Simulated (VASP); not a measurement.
# CdO (Fm-3m) in VASP: a series of runs

The runs below take CdO through relaxation of cell and atoms, with PBE+D3(BJ), PBEsol.

Program: VASP 6.6.1. These are calculated values, not measurements. Logs are shortened: lines on timing, memory, paths and dates and some standing lists are left out, and cuts for length are marked.

## 1. Starting point

Symmetry: Fm-3m, No. 225, cubic system. Conventional cell: a = 4.722 Å, b = 4.722 Å, c = 4.722 Å, α = 90.00°, β = 90.00°, γ = 90.00°. Around Cd (site symmetry m-3m) lie 6 O at 2.36 Å. O (site symmetry m-3m) has 6 Cd at 2.36 Å as nearest neighbours.

The cell is a database's computed one.

## 2. Relaxation of cell and atoms, PBE+D3(BJ)

File INCAR:

```
SYSTEM = CdO
ALGO = Normal
EDIFF = 1E-7
EDIFFG = -0.005
ENCUT = 600
GGA = PE
IBRION = 2
ISIF = 3
ISMEAR = 0
IVDW = 12
LASPH = .True.
LCHARG = .False.
LREAL = .False.
LWAVE = .False.
NELM = 100
NSW = 90
PREC = Accurate
SIGMA = 0.1
```

File KPOINTS:

```
k-points
0
Gamma
  16 16 16
  0 0 0
```

File POSCAR:

```
CdO
1.0
    0.0000000000      2.3609927700      2.3609927700
    2.3609927700      0.0000000000      2.3609927700
    2.3609927700      2.3609927700      0.0000000000
Cd O
1 1
Direct
    0.0000000000      0.0000000000      0.0000000000
    0.5000000000      0.5000000000      0.5000000000
```

Potentials or basis: VASP PAW PBE potentials, release 64 (Cd, O).

Started as:

```console
$ cat potpaw_PBE.64/Cd/POTCAR potpaw_PBE.64/O/POTCAR > POTCAR
$ mpirun -np 1 vasp_std > vasp.out
```

OUTCAR:

```text
SYSTEM = CdO
   EDIFF = 1E-7
   EDIFFG = -0.005
   ENCUT = 600
   GGA = PE
   IBRION = 2
   ISIF = 3
   ISMEAR = 0
   IVDW = 12
   LASPH = .True.
   LREAL = .False.
   NELM = 100
   NSW = 90
   PREC = Accurate
 IVDW          = 12

 ion  position               nearest neighbor table
   1  0.000  0.000  0.000-   2 2.36   2 2.36   2 2.36   2 2.36   2 2.36   2 2.36
   2  0.500  0.500  0.500-   1 2.36   1 2.36   1 2.36   1 2.36   1 2.36   1 2.36

  LATTYP: Found a face centered cubic cell.
 ALAT       =     4.7219855400

  Lattice vectors:

 A1 = (   0.0000000000,   2.3609927700,   2.3609927700)
 A2 = (   2.3609927700,   0.0000000000,   2.3609927700)
 A3 = (   2.3609927700,   2.3609927700,   0.0000000000)

Analysis of symmetry for initial positions (statically):
=====================================================================
 Subroutine PRICEL returns:
 Original cell was already a primitive cell.

 Routine SETGRP: Setting up the symmetry group for a
 face centered cubic supercell.

 Subroutine GETGRP returns: Found 48 space group operations
 (whereof 48 operations were pure point group operations)
 out of a pool of 48 trial point group operations.

The static configuration has the point symmetry O_h .

Analysis of symmetry for dynamics (positions and initial velocities):
=====================================================================
 Subroutine PRICEL returns:
 Original cell was already a primitive cell.

 Routine SETGRP: Setting up the symmetry group for a
 face centered cubic supercell.

 Subroutine GETGRP returns: Found 48 space group operations
 (whereof 48 operations were pure point group operations)
 out of a pool of 48 trial point group operations.

The dynamic configuration has the point symmetry O_h .

 Subroutine INISYM returns: Found 48 space group operations
 (whereof 48 operations are pure point group operations),
 and found     1 'primitive' translations

----------------------------------------------------------------------------------------

                                     Primitive cell

  volume of cell :      26.3217

  direct lattice vectors                    reciprocal lattice vectors
     0.000000000  2.360992770  2.360992770    -0.211775320  0.211775320  0.211775320
     2.360992770  0.000000000  2.360992770     0.211775320 -0.211775320  0.211775320
     2.360992770  2.360992770  0.000000000     0.211775320  0.211775320 -0.211775320

  length of vectors
     3.338947996  3.338947996  3.338947996     0.366805614  0.366805614  0.366805614

  position of ions in fractional coordinates (direct lattice)
     0.000000000  0.000000000  0.000000000
     0.500000000  0.500000000  0.500000000

  ion indices of the primitive-cell ions
   primitive index   ion index
                 1           1
                 2           2

----------------------------------------------------------------------------------------

 KPOINTS: k-points

Automatic generation of k-mesh.
 Grid dimensions read from file:
 generate k-points for:   16   16   16

 Generating k-lattice:

  Cartesian coordinates                     Fractional coordinates (reciprocal lattice)
    -0.013235958  0.013235958  0.013235958     0.062500000  0.000000000  0.000000000
     0.013235958 -0.013235958  0.013235958     0.000000000  0.062500000  0.000000000
     0.013235958  0.013235958 -0.013235958     0.000000000  0.000000000  0.062500000

  Length of vectors
     0.022925351  0.022925351  0.022925351

  Shift w.r.t. Gamma in fractional coordinates (k-lattice)
     0.000000000  0.000000000  0.000000000

 Subroutine IBZKPT returns following result:
 ===========================================

 Found    145 irreducible k-points:

 Following reciprocal coordinates:
            Coordinates               Weight
  0.000000  0.000000  0.000000      1.000000
  0.062500  0.000000  0.000000      8.000000
  0.125000  0.000000  0.000000      8.000000
  0.187500  0.000000  0.000000      8.000000
  0.250000  0.000000  0.000000      8.000000
  0.312500  0.000000  0.000000      8.000000
[... 16 lines left out ...]
 -0.125000  0.062500  0.000000     24.000000
 -0.062500  0.062500  0.000000     12.000000
 [... further k-points ...]
   k-points           NKPTS =    145   k-points in BZ     NKDIM =    145   number of bands    NBANDS=     13
   number of dos      NEDOS =    301   number of ions     NIONS =      2
   total plane-waves  NPLWV =  21952
   dimension x,y,z NGX =    28 NGY =   28 NGZ =   28
   dimension x,y,z NGXF=    56 NGYF=   56 NGZF=   56
   ions per type =               1   1
   NGX,Y,Z   is equivalent  to a cutoff of  13.94, 13.94, 13.94 a.u.
   NGXF,Y,Z  is equivalent  to a cutoff of  27.88, 27.88, 27.88 a.u.
 SYSTEM =  CdO
   PREC   = accura    normal or accurate (medium, high low for compatibility)
   ISTART =      0    job   : 0-new  1-cont  2-samecut
   ICHARG =      2    charge: 1-file 2-atom 10-const
   ISPIN  =      1    spin polarized calculation?
   LNONCOLLINEAR =      F non collinear calculations
   LSORBIT =      F    spin-orbit coupling
   LASPH  =      T    aspherical Exc in radial PAW
   ENCUT  =  600.0 eV  44.10 Ry    6.64 a.u.   6.67  6.67  6.67*2*pi/ulx,y,z
   NELM   =    100;   NELMIN=  2; NELMDL= -5     # of ELM steps
   EDIFF  = 0.1E-06   stopping-criterion for ELM
   LREAL  =      F    real-space projection
   EDIFFG = -.5E-02   stopping-criterion for IOM
   NSW    =     90    number of steps for IOM
   IBRION =      2    ionic relax: 0-MD 1-quasi-New 2-CG
   NFREE  =      1    steps in history (QN), initial steepest desc. (CG)
   ISIF   =      3    stress and relaxation
   ISYM   =      2    0-nonsym 1-usesym 2-fastsym
   POTIM  = 0.5000    time-step for ionic-motion
   TEBEG  =    0.0;   TEEND  =   0.0 temperature during run
   PSTRESS=    0.0 pullay stress
   NELECT =      18.0000    total number of electrons
   NUPDOWN=      -1.0000    fix difference up-down
   EMIN   =  10.00;   EMAX   =-10.00  energy-range for DOS
   EFERMI =   0.00;   METHOD = LEGACY
   ISMEAR =     0;   SIGMA  =   0.10  broadening in eV -4-tet -1-fermi 0-gaus
   EFERMI_NEDOS =   21; number of points for ismear=-14 and -15
   IALGO  =     38    algorithm
   IMIX   =      4    mixing-type and parameters
     AMIX     =   0.40;   BMIX     =  1.00
     AMIX_MAG =   1.60;   BMIX_MAG =  1.00
  volume/ion in A,a.u.               =      13.16        88.81
  Fermi-wavevector in a.u.,A,eV,Ry     =   1.442318  2.725586 28.303942  2.080281
  Thomas-Fermi vector in A             =   2.560852
   LORBIT       =      0    0 simple, 1 ext, 2 COOP (PROOUT), +10 PAW based schemes
   GGA     = PE    functional components
   LHFCALC =     F    Hartree Fock is set to
   AEXX    =    0.0000 exact exchange contribution
   IVDW    =    12    specifies the selected vdW correction
   LEPSILON=     F    determine dielectric tensor
   LRPA    =     F    only Hartree local field effects (RPA)
 conjugate gradient relaxation of ions
 non-spin polarized calculation
 Gauss-broadening in eV      SIGMA  =   0.10
  energy-cutoff  :      600.00
  volume of cell :       26.32
 maximum number of plane-waves:       901
   NGX = 13   NGY = 13   NGZ = 13

--------------------------------------- Ionic step        1  -------------------------------------------

 number of electron      17.9999999 magnetization

 Free energy of the ion-electron system (eV)
  ---------------------------------------------------
  ext. energy  EPLUGINS =         0.00000000
  ---------------------------------------------------
  free energy    TOTEN  =        -7.71350568 eV

  energy without entropy =       -7.71300926  energy(sigma->0) =       -7.71325747

------------------------ aborting loop because EDIFF is reached ----------------------------------------

 Edisp (eV)   -0.57938

 E8    (eV) :    -0.2327

  FORCE on cell =-STRESS in cart. coord.  units (eV):
  Direction    XX          YY          ZZ          XY          YZ          ZX
  --------------------------------------------------------------------------------------
  -------------------------------------------------------------------------------------
  Total       0.26049     0.26049     0.26049    -0.00000    -0.00000    -0.00000
  in kB      15.85607    15.85607    15.85607    -0.00000    -0.00000    -0.00000
  external pressure =       15.86 kB  Pullay stress =        0.00 kB
[... 61 lines left out ...]
  energy  without entropy=       -8.2931997190  energy(sigma->0) =       -8.29347604

--------------------------------------- Ionic step        3  -------------------------------------------

 number of electron      17.9999997 magnetization

 Free energy of the ion-electron system (eV)
  ---------------------------------------------------
  ext. energy  EPLUGINS =         0.00000000
  ---------------------------------------------------
  free energy    TOTEN  =        -7.72148302 eV

  energy without entropy =       -7.72095166  energy(sigma->0) =       -7.72121734

 E-fermi :   1.8824     XC(G=0): -11.5524

 val. band max:        1.8719903957   @ k =   0.0625   0.0000   0.0000
 cond. band min:       2.0411446111   @ k =   0.0625   0.0625   0.0000
 fundamental gap:      0.1691542154
 Fermi energy:         1.8823934987

 k-point     1 :       0.0000    0.0000    0.0000
  band No.  band energies     occupation
      1     -15.3839      2.00000
      2      -4.8652      2.00000
      3      -4.8652      2.00000
      4      -4.8652      2.00000
      5      -4.5757      2.00000
      6      -4.5757      2.00000
      7       0.5619      2.00000
      8       0.5619      2.00000
      9       0.5619      2.00000
     10       1.3185      2.00000
     11      16.7472      0.00000
     12      18.6495      0.00000
     13      18.6495      0.00000
[... 353 lines left out ...]
 k-point    24 :      -0.0625    0.0625    0.0000
  band No.  band energies     occupation
      1     -15.3167      2.00000
      2      -4.8977      2.00000
      3      -4.8559      2.00000
      4      -4.8377      2.00000
      5      -4.6921      2.00000
      6      -4.5914      2.00000
      7      -0.3096      2.00000
      8       0.5361      2.00000
      9       0.7650      2.00000
     10       2.4180      0.00000
     11      15.5055      0.00000
     12      16.8387      0.00000
     13      18.5027      0.00000

 [... further k-points ...]

------------------------ aborting loop because EDIFF is reached ----------------------------------------

 Edisp (eV)   -0.57288

 E8    (eV) :    -0.2301

  FORCE on cell =-STRESS in cart. coord.  units (eV):
  Direction    XX          YY          ZZ          XY          YZ          ZX
  --------------------------------------------------------------------------------------
  -------------------------------------------------------------------------------------
  Total       0.00087     0.00087     0.00087    -0.00000    -0.00000     0.00000
  in kB       0.05206     0.05206     0.05206    -0.00000    -0.00000     0.00000
  external pressure =        0.05 kB  Pullay stress =        0.00 kB
[... 17 lines left out ...]
  FREE ENERGIE OF THE ION-ELECTRON SYSTEM (eV)
  ---------------------------------------------------
  free  energy   TOTEN  =        -8.2943580297 eV

  energy  without entropy=       -8.2938266696  energy(sigma->0) =       -8.29409235

 reached required accuracy - stopping structural energy minimisation
```

Wall time 2.4 min (1 thread of Intel Xeon Platinum 8488C (Sapphire Rapids), shared host); peak memory 0.21 GiB.

Results:

```yaml
Free_energy: -8.2944 eV
Relaxed_volume: 13.31 Å³/atom
Relaxed_cell: a = 3.352 Å, b = 3.352 Å, c = 3.352 Å, α = 60.00°, β = 60.00°, γ = 60.00°
Space_group_after_relaxing_to_0.05_Å: Fm-3m (No. 225)
Energy_gained_by_relaxing: 0.7 meV/atom
Ionic_steps: 3
Pressure_after_relaxing: 0.0 GPa
Band_gap_on_the_k_mesh: none (metal or under the smearing width)
Dispersion_energy_per_atom: -0.286 eV
```

Step by step:
```tsv
step	energy change (eV)	largest force (eV/Å)	pressure (GPa)	volume (Å³)
1	0.0000	0.0000	1.59	26.32
2	-0.0009	0.0000	-0.97	26.82
3	-0.0015	0.0000	0.01	26.62
```

Final structure:
```
CELL_PARAMETERS angstrom
0.00000 2.36997 2.36997
2.36997 0.00000 2.36997
2.36997 2.36997 0.00000
ATOMIC_POSITIONS crystal
Cd 0.00000 0.00000 0.00000
O 0.50000 0.50000 0.50000
```

Levels at points of the mesh, in eV from the Fermi level:
```csv
k point,band 5,band 6,band 7,band 8,band 9,band 10,band 11,band 12,band 13
"(0.00, 0.00, 0.00)",-6.46,-6.46,-1.32,-1.32,-1.32,-0.56,14.86,16.77,16.77
"(0.50, 0.00, 0.00)",-6.23,-6.23,-3.83,-0.09,-0.09,4.35,7.05,11.74,11.74
"(0.50, 0.50, 0.00)",-6.10,-5.82,-4.23,-2.27,-2.27,3.69,8.36,11.04,13.05
```

Caveat: pairwise dispersion overbinds metals, which lowers pressure and volume; this crystal is a semiconductor, whose small gap the functional closes, so the metal is an error of the method.

## 3. Relaxation of cell and atoms, PBEsol

INCAR: that of step 2 with these lines changed.

```diff
@@ -4,4 +4,4 @@
 EDIFFG = -0.005
-ENCUT = 600
-GGA = PE
+ENCUT = 300
+GGA = PS
 IBRION = 2
@@ -9,3 +9,2 @@
 ISMEAR = 0
-IVDW = 12
 LASPH = .True.
```

KPOINTS is that of step 2.

POSCAR is that of step 2.

Potentials or basis: VASP PAW PBE potentials, release 64 (Cd, O).

Started as:

```console
$ cat potpaw_PBE.64/Cd/POTCAR potpaw_PBE.64/O/POTCAR > POTCAR
$ mpirun -np 1 vasp_std > vasp.out
```

Wall time 72 s (1 thread of Intel Xeon Platinum 8488C (Sapphire Rapids), shared host); peak memory 0.15 GiB.

The run converged, but a check on its numbers failed (symmetry, net force, bounds or a known fault of this set-up), so they aren't taken as properties of the crystal.

Caveat: the cutoff lies under the usual one of these potentials, so the numbers hold a large basis-set error; the PAW data sets were made with another functional, which shifts forces and pressure a little; this crystal is a semiconductor, whose small gap the functional closes, so the metal is an error of the method.

## 4. Relaxation of cell and atoms, PBEsol

INCAR: that of step 3 with these lines changed.

```diff
@@ -4,3 +4,3 @@
 EDIFFG = -0.005
-ENCUT = 300
+ENCUT = 600
 GGA = PS
```

File KPOINTS:

```
k-points
0
Gamma
  6 6 6
  0 0 0
```

POSCAR is that of step 3.

Started as:

```console
$ cat potpaw_PBE.64/Cd/POTCAR potpaw_PBE.64/O/POTCAR > POTCAR
$ mpirun -np 1 vasp_std > vasp.out
```

It took 13 s on 1 thread of Intel Xeon Platinum 8488C (Sapphire Rapids), shared host; peak memory 0.16 GiB.

Results (log left out):

| Quantity | Value |
| --- | --- |
| Free energy | -8.5076 eV |
| Relaxed volume | 13.02 Å³/atom |
| Relaxed cell | a = 3.327 Å, b = 3.327 Å, c = 3.327 Å, α = 60.00°, β = 60.00°, γ = 60.00° |
| Space group after relaxing (to 0.05 Å) | Fm-3m (No. 225) |
| Energy gained by relaxing | 0.7 meV/atom |
| Ionic steps | 3 |
| Pressure after relaxing | 0.0 GPa |
| Band gap on the k mesh | none (metal or under the smearing width) |

Step by step:
| step | energy change (eV) | largest force (eV/Å) | pressure (GPa) | volume (Å³) |
| --- | --- | --- | --- | --- |
| 1 | 0.0000 | 0.0000 | -1.53 | 26.32 |
| 2 | -0.0006 | 0.0000 | 1.13 | 25.85 |
| 3 | -0.0013 | 0.0000 | -0.01 | 26.04 |

Final structure:
```
CELL_PARAMETERS angstrom
0.00000 2.35267 2.35267
2.35267 0.00000 2.35267
2.35267 2.35267 0.00000
ATOMIC_POSITIONS crystal
Cd 0.00000 0.00000 0.00000
O 0.50000 0.50000 0.50000
```

Levels at points of the mesh, in eV from the Fermi level:
```tsv
k point	band 6	band 7	band 8	band 9	band 10	band 11	band 12	band 13
(0.00, 0.00, 0.00)	-6.44	-1.44	-1.44	-1.44	-0.63	14.68	16.77	16.77
(0.50, 0.00, 0.00)	-6.18	-3.91	-0.09	-0.09	4.20	7.13	11.70	11.70
(0.50, 0.50, 0.00)	-5.73	-4.48	-2.42	-2.42	3.67	8.33	10.96	13.11
```

Caveat: the k mesh is coarse (spacing up to 0.38 Å⁻¹), so the values aren't converged; the PAW data sets were made with another functional, which shifts forces and pressure a little; this crystal is a semiconductor, whose small gap the functional closes, so the metal is an error of the method.
